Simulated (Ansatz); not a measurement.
## MoP: relaxation of cell and atoms with PBEsol

Crystal: MoP.

```
Mo P
1.0
     3.22300    0.00000    0.00000
    -1.61150    2.79120    0.00000
     0.00000    0.00000    3.19100
Mo P
1 1
Direct
  0.00000 0.00000 0.00000
  0.33333 0.66667 0.50000
```

| Property | Result |
| --- | --- |
| Program | Ansatz 0.2.0 |
| Task | relaxation of cell and atoms |
| Functional | PBEsol |
| Potentials or basis | all-electron LAPW, scalar-relativistic |
| Basis error allowed | 0.001 eV/atom |
| k mesh | 10 × 10 × 8 |
| Occupations | fermi-dirac, width 0.05 eV |
| Spin | no spin polarisation |
| Target pressure | 5 GPa |

```json
{
  "Relaxed volume": "13.84 Å³/atom",
  "Relaxed cell": "a = 3.180 Å, b = 3.180 Å, c = 3.160 Å, α = 90.00°, β = 90.00°, γ = 120.00°",
  "Space group after relaxing (to 0.05 Å)": "P-6m2 (No. 187)",
  "Energy change on relaxing (the enthalpy is what falls)": "+1.6 meV/atom",
  "Ionic steps": "5",
  "Pressure after relaxing": "5.0 GPa"
}
```

Step by step:
```csv
step,energy change (eV),largest force (eV/Å),volume (Å³)
1,0.0000,0.0000,28.71
2,0.0231,0.0000,27.26
3,0.0028,0.0000,27.70
4,0.0032,0.0000,27.68
5,0.0032,0.0000,27.68
```

Final structure:
```
Mo P
1.0
     3.18041    0.00000    0.00000
    -1.59020    2.75431    0.00000
     0.00000    0.00000    3.15960
Mo P
1 1
Direct
  0.00000 0.00000 0.00000
  0.33333 0.66667 0.50000
```

It took 110 s on 1 thread of Arm Neoverse N1, on a shared host, peak memory 0.33 GiB.
